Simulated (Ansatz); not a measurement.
## Relaxing Pb₂Se

Computed with DFT PBE, scalar-relativistic, plane waves, PAW in Ansatz 0.2.0. Cutoff 420 eV, Γ-centred k mesh, Gaussian smearing, no spin polarisation in the final step.

Pb₂Se was placed on the anti-rutile structure type (P4_2/mnm, No. 136), with Se in place of Ti, Pb in place of O, at a guessed volume.

```
Pb Se
1.0
     6.61821    0.00000    0.00000
     0.00000    6.61821    0.00000
     0.00000    0.00000    4.26280
Pb Se
4 2
Direct
  0.30600 0.30600 0.00000
  0.19400 0.80600 0.50000
  0.69400 0.69400 0.00000
  0.80600 0.19400 0.50000
  0.00000 0.00000 0.00000
  0.50000 0.50000 0.50000
```

Cell and atoms relax at zero pressure; the relaxation can't lower the symmetry of the start. After a coarse first stage the cell is made exact in the group found at 0.06 Å.

The zero of energy is the elements' standard structures at the same level; no fitted shifts are applied.

(1) Which crystal results?

(2) What are its volume, energy, density and gap?

Answers

(1) It keeps P4_2/mnm (No. 136). The result has the rutile structure. Conventional cell: a = 7.472 Å, c = 3.903 Å. Pb is coordinated by 3 Se at 2.98–3.02 Å; around Se lie 6 Pb at 2.98–3.02 Å.

```cif
data_structure
_symmetry_space_group_name_H-M 'P4_2/mnm'
_symmetry_Int_Tables_number 136
_cell_length_a 7.4715
_cell_length_b 7.4715
_cell_length_c 3.9032
_cell_angle_alpha 90.000
_cell_angle_beta 90.000
_cell_angle_gamma 90.000
_cell_volume 217.89
loop_
_atom_site_label
_atom_site_type_symbol
_atom_site_symmetry_multiplicity
_atom_site_Wyckoff_symbol
_atom_site_fract_x
_atom_site_fract_y
_atom_site_fract_z
_atom_site_occupancy
Pb1 Pb 4 f 0.28223 0.28223 0.00000 1
Se1 Se 2 a 0.00000 0.00000 0.00000 1
```

(2) The volume per atom is 36.31 Å³. The density is 7.52 g/cm³. The energy over the elements is -0.01 eV/atom. The gap on the 6×6×10 mesh is 0 eV (a metal).

The final run used a 6×6×10 mesh on its 6-atom cell and 0.10 eV smearing. The k mesh leaves about 4 meV/atom of noise in metals. Spin–orbit coupling is left out. A structure relaxed within its symmetry needn't be a true minimum.

Cost: 3 runs of about 6.3 core-minutes in all, on Arm Neoverse V1 (shared hosts).